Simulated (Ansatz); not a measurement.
LiF in the wurtzite structure (r2SCAN geometry), in Ansatz:

```
Li F
1.0
     3.08101    0.00000    0.00000
    -1.54051    2.66824    0.00000
     0.00000    0.00000    4.78534
Li F
2 2
Direct
  0.33333 0.66667 0.99257
  0.66667 0.33333 0.49257
  0.33333 0.66667 0.38243
  0.66667 0.33333 0.88243
```

G0W0@PBE with 147 empty bands, a screening cutoff of 140 eV and a 6×6×4 mesh (PAW, contour deformation) gives 11.964 eV over the mesh points, from a PBE gap of 7.852 eV; it sums over 157 bands with 135 plane waves in the screening and a wave cutoff of 420 eV. G0W0 here is at a finite number of bands, screening cutoff and k mesh, not at the basis limit. (Calculated; spin-unpolarised; the phase may be known or hypothetical.)

**Question.** Estimate the gap with starting point LDA.

**Answer.** 11.932 eV (-0.032 eV), from a Kohn-Sham gap of 7.533 eV.

**Question.** Estimate the gap with starting point HSE06.

**Answer.** 12.928 eV (+0.964 eV), from a Kohn-Sham gap of 10.027 eV.

**Question.** Another run gave a Kohn-Sham gap of 7.852 eV and a G0W0 gap of 12.139 eV, summing over 281 bands with 287 plane waves in the screening and a wave cutoff of 420 eV. What was changed?

**Answer.** Empty bands 271, screening cutoff 210 eV. The counts of bands and plane waves show it.

**Question.** Estimate the gap with frequency model Godby-Needs pole.

**Answer.** 11.973 eV (+0.009 eV), from a Kohn-Sham gap of 7.852 eV.
